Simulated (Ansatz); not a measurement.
In3Sb: computed properties

All numbers below come from Ansatz 0.2.0, DFT PBEsol, scalar-relativistic, plane waves, PAW.

Cutoff 420 eV; k points 10×10×10 on the computed 4-atom cell (Γ-centred); Gaussian smearing, width 0.10 eV; no spin polarisation.

The structure is relaxed at this level of theory with its symmetry kept. Whether it is the stable form of this composition wasn't checked.

```cif
data_structure
_symmetry_space_group_name_H-M 'Pm-3m'
_symmetry_Int_Tables_number 221
_cell_length_a 4.7237
_cell_length_b 4.7237
_cell_length_c 4.7237
_cell_angle_alpha 90.000
_cell_angle_beta 90.000
_cell_angle_gamma 90.000
_cell_volume 105.40
loop_
_atom_site_label
_atom_site_type_symbol
_atom_site_symmetry_multiplicity
_atom_site_Wyckoff_symbol
_atom_site_fract_x
_atom_site_fract_y
_atom_site_fract_z
_atom_site_occupancy
In1 In 3 c 0.50000 0.50000 0.00000 1
Sb1 Sb 1 a 0.00000 0.00000 0.00000 1
```

- Space group: Pm-3m (No. 221)
- Volume per atom: 26.35 Å³
- Formation energy from the elements' standard states (uncorrected): +0.026 eV/atom
- Kohn–Sham band gap: none (metal)
- Density of states at the Fermi level: 1.88 states/eV per cell
- Löwdin character within 0.5 eV of the Fermi level: In 5p 35 %, Sb 5p 34 %, In 5s 26 %
- Bulk modulus: 45 GPa
- Its pressure derivative: 4.6
- Bader charges (e): In (3 in the cell) 0.13, Sb (1 in the cell) -0.40

Spin-orbit coupling is left out, which matters for the bands of heavy elements.